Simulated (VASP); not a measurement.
## BaS in VASP 6.6.1, single-point calculation

INCAR

```
SIGMA = 0.02
LCHARG = .FALSE.
PREC = Accurate
NBANDS = 15
ISIF = 2
EDIFF = 1E-7
LWAVE = .FALSE.
MAGMOM = 1 1
IBRION = -1
LASPH = .TRUE.
GGA = PE
LREAL = .FALSE.
ISPIN = 2
ENCUT = 520
ISMEAR = -1
NELM = 120
NSW = 0
```

KPOINTS

```
KPOINTS created by Atomic Simulation Environment
0
Gamma
8 8 8
0 0 0
```

POSCAR

```
Ba S
 1.0000000000000000
     0.0000000000000000    3.3136097993000000    3.3136097993000000
     3.3136097993000000    0.0000000000000000    3.3136097993000000
     3.3136097993000000    3.3136097993000000    0.0000000000000000
 Ba  S
   1   1
Cartesian
  0.0000000000000000  0.0000000000000000  0.0000000000000000
  3.3136097993000000  3.3136097993000000  3.3136097993000000
```

The recommended PBE PAW datasets give the neutral cell 16 valence electrons.

Command

```
mpirun -np 1 vasp_std
```

OSZICAR

```
N       E                     dE             d eps       ncg     rms          rms(c)
DAV:   1     0.850063971374E+02    0.85006E+02   -0.68155E+03  1740   0.910E+02
DAV:   2    -0.477450761920E+01   -0.89781E+02   -0.81699E+02  2331   0.165E+02
DAV:   3    -0.101929816326E+02   -0.54185E+01   -0.53796E+01  2400   0.432E+01
DAV:   4    -0.103131326013E+02   -0.12015E+00   -0.12010E+00  2275   0.634E+00
DAV:   5    -0.103155684103E+02   -0.24358E-02   -0.24356E-02  2445   0.723E-01    0.575E+00
DAV:   6    -0.101074522093E+02    0.20812E+00   -0.85244E-01  1992   0.546E+00    0.301E+00
DAV:   7    -0.101211692196E+02   -0.13717E-01   -0.21766E-01  2063   0.259E+00    0.236E+00
DAV:   8    -0.101339844807E+02   -0.12815E-01   -0.20323E-02  1992   0.949E-01    0.133E+00
DAV:   9    -0.101428816973E+02   -0.88972E-02   -0.89662E-03  1901   0.767E-01    0.487E-01
DAV:  10    -0.101440304542E+02   -0.11488E-02   -0.10901E-03  2076   0.237E-01    0.264E-01
DAV:  11    -0.101443134881E+02   -0.28303E-03   -0.20337E-04  1992   0.862E-02    0.137E-01
DAV:  12    -0.101448289740E+02   -0.51549E-03   -0.52031E-04  1852   0.147E-01    0.467E-02
DAV:  13    -0.101448499520E+02   -0.20978E-04   -0.31329E-05  2237   0.357E-02    0.167E-02
DAV:  14    -0.101448517643E+02   -0.18123E-05   -0.19126E-06  1971   0.985E-03    0.912E-03
DAV:  15    -0.101448533580E+02   -0.15937E-05   -0.26755E-06  1880   0.974E-03    0.139E-03
DAV:  16    -0.101448533843E+02   -0.26280E-07   -0.21459E-07  2205   0.406E-03
   1 F= -.10144853E+02 E0= -.10144853E+02  d E =-.142765E-10  mag=    -0.0000
```

It converged. Results: pressure -2.7 GPa; magnetic moment of the cell 0.00 μB.

For comparison, a separate PBE run of the intended cell, on usual settings and not on those above, gives a gap of 2.26 eV on its mesh and a pressure of -2.7 GPa.

The run above took about 74 s on one core of a shared host (Intel Xeon Platinum 8488C) and held 0.26 GiB at most.
